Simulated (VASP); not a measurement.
Write the native input for VASP 6.6.1 that does the following.

- Task: single point
- Functional: PBEsol
- Potentials or basis: VASP PAW PBE potentials, release 64 (Ca_sv, F_h)
- Cutoff: 900 eV
- k mesh: 8 × 8 × 8
- Occupations: gaussian, width 0.02 eV
- Spin: no spin polarisation
- Further INCAR settings: ALGO = Normal; EDIFF = 1e-06

The structure of CaF2 lies in POSCAR:

```
CaF2
1.0
    0.0000000000      2.7120400000      2.7120400000
    2.7120400000      0.0000000000      2.7120400000
    2.7120400000      2.7120400000      0.0000000000
Ca F
1 2
Direct
    0.0000000000      1.0000000000      0.0000000000
    0.2500000000      0.2500000000      0.2500000000
    0.7500000000      0.7500000000      0.7500000000
```

These files were run (other wordings do the same):

INCAR

```
PREC     = Accurate       # precision mode
ENCUT    = 900            # plane-wave cutoff, eV
EDIFF    = 1E-6           # SCF threshold, eV
ISMEAR   = 0              # smearing method
SIGMA    = 0.02           # smearing width, eV
LREAL    = F              # projectors in reciprocal space
LASPH    = T              # aspherical terms in the spheres
NELM     = 60             # most SCF steps
ALGO     = Normal         # electronic algorithm
ISIF     = 2              # what is computed and relaxed
LWAVE    = F              # write WAVECAR
LCHARG   = F              # write CHGCAR
GGA      = PS             # functional
```

KPOINTS

```
regular mesh
0
Gamma
  8 8 8
```

Potentials or basis: VASP PAW PBE potentials, release 64 (Ca_sv, F_h).

Launch:

```bash
$ cat potpaw_PBE.64/Ca_sv/POTCAR potpaw_PBE.64/F_h/POTCAR > POTCAR
$ mpirun -np 1 vasp_std > vasp.out
```

It gave:

```yaml
Pressure: -0.5 GPa
Band_gap_on_the_k_mesh: 7.22 eV, indirect (least direct gap 7.48 eV)
```

Caveat: the cutoff is under 1.25 times the usual one of these potentials, so pressure, stress and relaxed cells hold a basis-set (Pulay) error; the PAW data sets were made with another functional, which shifts forces and pressure a little.

Wall time 39 s on 1 thread of AMD EPYC 7R13 Processor (Zen 3), on a shared host, peak memory 0.22 GiB.
